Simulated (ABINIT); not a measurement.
The system is BN.

```xyz
4
Lattice="2.4982 0.0000 0.0000 -1.2491 2.1635 0.0000 0.0000 0.0000 6.6357" Properties=species:S:1:pos:R:3 pbc="T T T"
N     1.2491    0.7212    1.6589
N     0.0000    1.4424    4.9768
B     1.2491    0.7212    4.9768
B     0.0000    1.4424    1.6589
```

Base run:

| Quantity | Value |
| --- | --- |
| Program | ABINIT 10.8.3 (patched build) |
| Functional | PBEsol |
| Potentials or basis | JTH PAW PBE v2.0 |
| Cutoff | 707 eV |
| k mesh | 12 × 12 × 4 |
| Occupations | fermi-dirac, width 0.05 eV |
| Spin | no spin polarisation |

Its results: band gap on the k mesh 4.17 eV, indirect (least direct gap 4.58 eV); pressure 2.6 GPa.

Question: After a change of settings the same cell gave: band gap on the k mesh 4.33 eV, indirect (least direct gap 4.71 eV); pressure 6.9 GPa. Which change was it?
A. functional from PBEsol to HCTH407
B. functional from PBEsol to rPW86PBE
C. functional from PBEsol to SOGGA
D. k mesh from 12 × 12 × 4 to 5 × 5 × 2

Answer: B.

Caveats: the PAW data sets were made with another functional, which shifts forces and pressure a little; the atomic spheres overlap; this functional lacks dispersion, which binds the layers, so the pressure and a relaxed spacing across them are unreliable (some runs).
